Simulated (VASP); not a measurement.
VASP 6.6.1 run: CaO

INCAR

```
LCHARG = .FALSE.
LWAVE = .FALSE.
ISMEAR = 2
NBANDS = 15
ENCUT = 520
NSW = 0
NELM = 66
LASPH = .TRUE.
LREAL = .FALSE.
GGA = PE
PREC = Accurate
EDIFF = 1E-7
SIGMA = 0.1
IBRION = -1
ISIF = 2
```

KPOINTS

```
KPOINTS created by Atomic Simulation Environment
0
Monkhorst-Pack
10 10 10
0 0 0
```

POSCAR

```
Ca O
 1.0000000000000000
     0.0000000000000000    2.4694766170000002    2.3630445319000000
     2.4694766170000002    0.0000000000000000    2.3630445319000000
     2.4694766170000002    2.4694766170000002    0.0000000000000000
 Ca  O
   1   1
Cartesian
  0.0000000000000000  0.0000000000000000  0.0000000000000000
  2.4694766169999998  2.4694766169999998  2.3630445319000000
```

The recommended PBE PAW datasets give the neutral cell 16 valence electrons.

Command

```
mpirun -np 1 vasp_std
```

Q: Predict the outcome of this run.

A: It converged. Results: gap between bands v and c on the k mesh 3.62 eV; least direct gap on the k mesh 4.11 eV; pressure -1.3 GPa. Band v is the last that the valence electrons fill when counted band by band, and c is the next.

OSZICAR

```
N       E                     dE             d eps       ncg     rms          rms(c)
DAV:   1     0.124528552906E+03    0.12453E+03   -0.83654E+03  8250   0.108E+03
DAV:   2    -0.913178287558E+01   -0.13366E+03   -0.12465E+03 10164   0.289E+02
DAV:   3    -0.143674207409E+02   -0.52356E+01   -0.51989E+01  9925   0.592E+01
DAV:   4    -0.145104699866E+02   -0.14305E+00   -0.14295E+00 11951   0.870E+00
DAV:   5    -0.145116867889E+02   -0.12168E-02   -0.12168E-02  9646   0.740E-01    0.858E+00
DAV:   6    -0.128737602379E+02    0.16379E+01   -0.52995E+00  9391   0.220E+01    0.372E+00
DAV:   7    -0.127909051546E+02    0.82855E-01   -0.42711E-01  8902   0.663E+00    0.182E+00
DAV:   8    -0.127878788490E+02    0.30263E-02   -0.78470E-02 10707   0.301E+00    0.406E-01
DAV:   9    -0.127865968824E+02    0.12820E-02   -0.44608E-03  8551   0.549E-01    0.112E-01
DAV:  10    -0.127873076133E+02   -0.71073E-03   -0.80562E-04 10560   0.247E-01    0.446E-02
DAV:  11    -0.127872668219E+02    0.40791E-04   -0.49355E-05  9734   0.833E-02    0.695E-03
DAV:  12    -0.127872674533E+02   -0.63141E-06   -0.81211E-06  9853   0.237E-02    0.366E-03
DAV:  13    -0.127872675391E+02   -0.85841E-07   -0.27684E-07 10385   0.549E-03
   1 F= -.12787268E+02 E0= -.12787276E+02  d E =0.337307E-04
```

The shifted mesh misses Γ, so a band edge there is missed.

For comparison, a separate PBE run of the intended cell, on usual settings and not on those above, gives a gap of 3.49 eV on its mesh and a pressure of -1.3 GPa.
